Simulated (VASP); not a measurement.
# Al14Cu in VASP: a series of runs, part 2 of 2

VASP 6.6.1. Earlier steps stand in the parts before.

## (3) Single point, r2SCAN

The input, POSCAR:

```
Al14Cu
1.0
    4.2330229732      2.4439369531      0.0000000000
   -4.2330229732      2.4439369531      0.0000000000
    0.0000000000      0.0000000000     21.2166710154
Al Cu
14 1
Direct
    0.0000000000      0.0000000000      0.2813072762
    0.3333333333      0.6666666667      0.2812518128
    0.6666666667      0.3333333333      0.2812518128
    0.3338973645      1.0000000000      0.3920625841
    0.6661026355      0.6661026355      0.3920625841
    0.0000000000      0.3338973645      0.3920625841
    0.6726525525      1.0000000000      0.5025887853
    0.0000000000      0.6726525525      0.5025887853
    0.3273474475      0.3273474475      0.5025887853
    0.3333333333      0.6666666667      0.6093139051
    0.6666666667      0.3333333333      0.6093139051
    0.3252298886      1.0000000000      0.7151505866
    0.6747701114      0.6747701114      0.7151505866
    0.0000000000      0.3252298886      0.7151505866
    0.0000000000      0.0000000000      0.6081413821
```

The input, INCAR.step1:

```
PREC = Accurate ; ENCUT = 520
ISMEAR = 1 ; SIGMA = 0.1
LREAL = Auto ; LASPH = T
NELM = 100 ; LDIPOL = T
IDIPOL = 3 ; DIPOL = 0.5 0.5 0.500
NBANDS = 40 ; GGA = PE
ALGO = Normal ; EDIFF = 1E-4
LWAVE = T ; LCHARG = F
```

The input, INCAR.step2:

```
PREC = Accurate ; ENCUT = 520
EDIFF = 1E-6 ; ISMEAR = 1
SIGMA = 0.1 ; LREAL = Auto
LASPH = T ; NELM = 100
ALGO = Normal ; ISIF = 2
LWAVE = F ; LCHARG = F
LDIPOL = T ; IDIPOL = 3
DIPOL = 0.5 0.5 0.500 ; METAGGA = R2SCAN
LMIXTAU = T ; NBANDS = 40
ISTART = 1
```

The input, KPOINTS:

```
regular mesh
0
Gamma
  6 6 1
```

Potentials or basis: VASP PAW PBE potentials, release 64 (Al, Cu).

Launch:

```bash
$ cat potpaw_PBE.64/Al/POTCAR potpaw_PBE.64/Cu/POTCAR > POTCAR
$ cp INCAR.step1 INCAR
$ mpirun -np 1 vasp_std > vasp.out
$ cp INCAR.step2 INCAR
$ mpirun -np 1 vasp_std > vasp.out
```

OUTCAR:

```text
PREC = Accurate
   ENCUT = 520
   EDIFF = 1E-6
   ISMEAR = 1
   LREAL = Auto
   LASPH = T
   NELM = 100
   ISIF = 2
   METAGGA = R2SCAN
   ISTART = 1

 ion  position               nearest neighbor table
   1  0.000  0.000  0.281-   2 2.82   3 2.82   3 2.82   2 2.82   3 2.82   2 2.82   4 2.86   6 2.86
                             5 2.86
   2  0.333  0.667  0.281-   3 2.82   3 2.82   3 2.82   1 2.82   1 2.82   1 2.82   4 2.86   6 2.86
                             5 2.86
   3  0.667  0.333  0.281-   2 2.82   2 2.82   2 2.82   1 2.82   1 2.82   1 2.82   6 2.86   4 2.86
                             5 2.86
   4  0.334  0.000  0.392-   5 2.82   5 2.82   6 2.82   6 2.82   6 2.83   5 2.83   9 2.85   8 2.85
                             2 2.86   3 2.86   1 2.86   7 2.87
   5  0.666  0.666  0.392-   4 2.82   6 2.82   4 2.82   6 2.82   4 2.83   6 2.83   7 2.85   8 2.85
                             2 2.86   3 2.86   1 2.86   9 2.87
   6  0.000  0.334  0.392-   5 2.82   5 2.82   4 2.82   4 2.82   4 2.83   5 2.83   9 2.85   7 2.85
                             3 2.86   2 2.86   1 2.86   8 2.87
   7  0.673  0.000  0.503-  15 2.75   8 2.77   9 2.77  11 2.80  10 2.80   9 2.85   8 2.85   8 2.85
                             9 2.85   5 2.85   6 2.85   4 2.87
   8  0.000  0.673  0.503-  15 2.75   7 2.77   9 2.77  10 2.80  11 2.80   9 2.85   7 2.85   7 2.85
                             9 2.85   5 2.85   4 2.85   6 2.87
   9  0.327  0.327  0.503-  15 2.75   8 2.77   7 2.77  11 2.80  10 2.80   8 2.85   7 2.85   7 2.85
                             8 2.85   6 2.85   4 2.85   5 2.87
  10  0.333  0.667  0.609-  12 2.79  14 2.79  13 2.79   8 2.80   7 2.80   9 2.80  11 2.82  11 2.82
                            11 2.82  15 2.82  15 2.82  15 2.82
  11  0.667  0.333  0.609-  14 2.79  12 2.79  13 2.79   7 2.80   8 2.80   9 2.80  10 2.82  10 2.82
                            10 2.82  15 2.82  15 2.82  15 2.82
  12  0.325  0.000  0.715-  14 2.75  13 2.75  15 2.77  10 2.79  11 2.79  13 2.86  14 2.86  14 2.86
                            13 2.86
  13  0.675  0.675  0.715-  12 2.75  14 2.75  15 2.77  11 2.79  10 2.79  14 2.86  12 2.86  12 2.86
                            14 2.86
  14  0.000  0.325  0.715-  12 2.75  13 2.75  15 2.77  11 2.79  10 2.79  13 2.86  12 2.86  12 2.86
                            13 2.86
  15  0.000  0.000  0.608-   7 2.75   8 2.75   9 2.75  12 2.77  14 2.77  13 2.77  11 2.82  10 2.82
                            11 2.82  10 2.82  11 2.82  10 2.82

  LATTYP: Found a hexagonal cell.
 ALAT       =     4.8878739061
 C/A-ratio  =     4.3406747847

  Lattice vectors:

 A1 = (   4.2330229732,   2.4439369531,   0.0000000000)
 A2 = (  -4.2330229732,   2.4439369531,   0.0000000000)
 A3 = (   0.0000000000,   0.0000000000,  21.2166710154)

Analysis of symmetry for initial positions (statically):
=====================================================================
 Subroutine PRICEL returns:
 Original cell was already a primitive cell.

 Routine SETGRP: Setting up the symmetry group for a
 hexagonal supercell.

 Subroutine GETGRP returns: Found  6 space group operations
 (whereof  6 operations were pure point group operations)
 out of a pool of 24 trial point group operations.

The static configuration has the point symmetry C_3v.

Analysis of symmetry for dynamics (positions and initial velocities):
=====================================================================
 Subroutine PRICEL returns:
 Original cell was already a primitive cell.

 Routine SETGRP: Setting up the symmetry group for a
 hexagonal supercell.

[... 112 lines left out ...]
   EDIFF  = 0.1E-05   stopping-criterion for ELM
   LREAL  =      T    real-space projection
   EDIFFG = 0.1E-04   stopping-criterion for IOM
   NSW    =      0    number of steps for IOM
   IBRION =     -1    ionic relax: 0-MD 1-quasi-New 2-CG
   NFREE  =      0    steps in history (QN), initial steepest desc. (CG)
   ISIF   =      2    stress and relaxation
   ISYM   =      2    0-nonsym 1-usesym 2-fastsym
   POTIM  = 0.5000    time-step for ionic-motion
   TEBEG  =    0.0;   TEEND  =   0.0 temperature during run
   PSTRESS=    0.0 pullay stress
   NELECT =      53.0000    total number of electrons
   NUPDOWN=      -1.0000    fix difference up-down
   EMIN   =  10.00;   EMAX   =-10.00  energy-range for DOS
   EFERMI =   0.00;   METHOD = LEGACY
   ISMEAR =     1;   SIGMA  =   0.10  broadening in eV -4-tet -1-fermi 0-gaus
   EFERMI_NEDOS =   21; number of points for ismear=-14 and -15
   IALGO  =     38    algorithm
   IMIX   =      4    mixing-type and parameters
     AMIX     =   0.40;   BMIX     =  1.00
     AMIX_MAG =   1.60;   BMIX_MAG =  1.00
  volume/ion in A,a.u.               =      29.27       197.49
  Fermi-wavevector in a.u.,A,eV,Ry     =   0.809129  1.529031  8.907584  0.654689
  Thomas-Fermi vector in A             =   1.918062
   LORBIT       =      0    0 simple, 1 ext, 2 COOP (PROOUT), +10 PAW based schemes
   METAGGA = R2SCAN    functional components
   LHFCALC =     F    Hartree Fock is set to
   AEXX    =    0.0000 exact exchange contribution
   IVDW    =     0    specifies the selected vdW correction
   LEPSILON=     F    determine dielectric tensor
   LRPA    =     F    only Hartree local field effects (RPA)
 non-spin polarized calculation
 Methfessel and Paxton  Order N= 1 SIGMA  =   0.10
  energy-cutoff  :      520.00
  volume of cell :      438.98
 maximum number of plane-waves:     11871
   NGX = 19   NGY = 19   NGZ = 79

 dipolmoment           0.000000      0.000000      0.124397 electrons x Angstroem

 number of electron      52.9999993 magnetization

 dipolmoment           0.000000      0.000000     -0.007848 electrons x Angstroem

 Free energy of the ion-electron system (eV)
  ---------------------------------------------------
  ext. energy  EPLUGINS =         0.00000000
  ---------------------------------------------------
  free energy    TOTEN  =      -102.85815151 eV

  energy without entropy =     -102.85770916  energy(sigma->0) =     -102.85800406

 E-fermi :   2.5492     XC(G=0):  -6.8450

 val. band max:        2.5336846054   @ k =   0.1667  -0.0000   0.0000
 cond. band min:       2.6034393571   @ k =   0.0000   0.0000   0.0000
 fundamental gap:      0.0697547517
 Fermi energy:         2.5491726363

 k-point     1 :       0.0000    0.0000    0.0000
  band No.  band energies     occupation
      1      -9.0615      2.00000
      2      -8.2397      2.00000
      3      -7.1504      2.00000
      4      -5.4378      2.00000
      5      -3.4016      2.00000
      6      -1.8668      2.00000
[... 276 lines left out ...]
     37       5.8990      0.00000
     38       5.8990      0.00000
 [bands above 38 left out]

------------------------ aborting loop because EDIFF is reached ----------------------------------------

 vacuum level on the upper side and lower side of the slab       (xc-potential included)        -0.249        -0.207

  FORCE on cell =-STRESS in cart. coord.  units (eV):
  Direction    XX          YY          ZZ          XY          YZ          ZX
  --------------------------------------------------------------------------------------
  -------------------------------------------------------------------------------------
  Total       -8.2200725     -8.2200725      0.8504611      0.0000000      0.0000000      0.0000000
  in kB      -30.0011821    -30.0011821      3.1039675      0.0000000      0.0000000      0.0000000
  external PRESSURE =     -18.9661323 kB  Pullay stress =       0.0000000 kB

 VOLUME and BASIS-vectors are now :
 -----------------------------------------------------------------------------
  energy-cutoff  :      520.00
  volume of cell :      438.98
      direct lattice vectors                 reciprocal lattice vectors
     4.233022973  2.443936953  0.000000000     0.118118896  0.204587929  0.000000000
    -4.233022973  2.443936953  0.000000000    -0.118118896  0.204587929  0.000000000
     0.000000000  0.000000000 21.216671015     0.000000000  0.000000000  0.047132748

 POSITION                                       TOTAL-FORCE (eV/Angst)
 -----------------------------------------------------------------------------------
      0.00000      0.00000      5.96840         0.000000      0.000000     -0.005616
     -1.41101      2.44394      5.96723         0.000000      0.000000     -0.017034
      1.41101      2.44394      5.96723         0.000000      0.000000     -0.017034
      1.41340      0.81602      8.31826         0.006892      0.003979     -0.023872
      0.00000      3.25583      8.31826         0.000000     -0.007958     -0.023872
     -1.41340      0.81602      8.31826        -0.006892      0.003979     -0.023872
      2.84735      1.64392     10.66326        -0.010066     -0.005812      0.013104
     -2.84735      1.64392     10.66326         0.010066     -0.005812      0.013104
      0.00000      1.60003     10.66326         0.000000      0.011623      0.013104
     -1.41101      2.44394     12.92761         0.000000      0.000000     -0.014818
      1.41101      2.44394     12.92761         0.000000      0.000000     -0.014818
      1.37671      0.79484     15.17311         0.049088      0.028341      0.048784
      0.00000      3.29819     15.17311         0.000000     -0.056682      0.048784
     -1.37671      0.79484     15.17311        -0.049088      0.028341      0.048784
      0.00000      0.00000     12.90274         0.000000      0.000000     -0.044730
 -----------------------------------------------------------------------------------
    total drift:                               -0.000000      0.000006      0.003203

  FREE ENERGIE OF THE ION-ELECTRON SYSTEM (eV)
  ---------------------------------------------------
  free  energy   TOTEN  =      -102.8581515132 eV

  energy  without entropy=     -102.8577091581  energy(sigma->0) =     -102.85800406

 vacuum level on the upper side and lower side of the slab         6.661         6.744
```

Run time: 7 min. Hardware: 1 thread of Intel Xeon 6975P-C (Granite Rapids), shared host; peak memory 0.53 GiB.

Results:

* Free energy: -102.8582 eV
* Largest force: 0.075 eV/Å
* Band gap on the k mesh: none (metal or under the smearing width)

Forces on the atoms (eV/Å):
```
Al   0.000  0.000 -0.006
Al   0.000  0.000 -0.017
Al   0.000  0.000 -0.017
Al   0.007  0.004 -0.024
Al   0.000 -0.008 -0.024
Al  -0.007  0.004 -0.024
Al  -0.010 -0.006  0.013
Al   0.010 -0.006  0.013
Al   0.000  0.012  0.013
Al   0.000  0.000 -0.015
Al   0.000  0.000 -0.015
Al   0.049  0.028  0.049
Al   0.000 -0.057  0.049
Al  -0.049  0.028  0.049
Cu   0.000  0.000 -0.045
```

Caveat: the PAW data sets were made with another functional, which shifts forces and pressure a little.
